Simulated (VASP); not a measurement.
Runs of VASP 6.6.1 on MnS. It takes space group Fm-3m (No. 225, cubic). The conventional cell has a = 5.209 Å, b = 5.209 Å, c = 5.209 Å, α = 90.00°, β = 90.00°, γ = 90.00°. Around Mn (site symmetry m-3m) lie 6 S at 2.60 Å. Around S (site symmetry m-3m) lie 6 Mn at 2.60 Å. 

```csv
level,potentials or basis,cutoff (eV),smearing,ladder,gap on the mesh (eV),pressure (GPa),moment (μB)
RPBE,"VASP PAW PBE potentials, release 64 (Mn_GW, S_GW)",550,gaussian 0.02 eV,-,none,0.7,4.79
PBE,"VASP PAW PBE potentials, release 64 (Mn, S)",500,gaussian 0.05 eV,-,none,-3.0,4.72
PBE,"VASP PAW PBE potentials, release 64 (Mn_pv, S)",520,fermi-dirac 0.05 eV,-,none,-2.9,(b)
PBE,"VASP PAW PBE potentials, release 64 (Mn_pv, S)",520,gaussian 0.05 eV,-,none,-2.9,4.72
PBEsol,"VASP PAW PBE potentials, release 64 (Mn_pv, S)",520,fermi-dirac 0.05 eV,free,none,(a),4.69
```

Alike in all rows: task single point; spin collinear, ferromagnetic start; cell as given; k mesh 9 × 9 × 9.

Problem. Estimate the missing entries.

Solution. (a) -7.2; (b) 4.71.

Caveats: a cell with one magnetic atom can't hold antiferromagnetic order, which such compounds often take; semilocal functionals often make such compounds metallic where correlation or magnetic order opens a gap, which also shifts bond lengths; the PAW data sets were made with another functional, which shifts forces and pressure a little (some runs).

A k mesh can miss the band edges.

A gap of «none» marks a metal or a gap under the smearing width.

Not every run made on this cell is shown here.
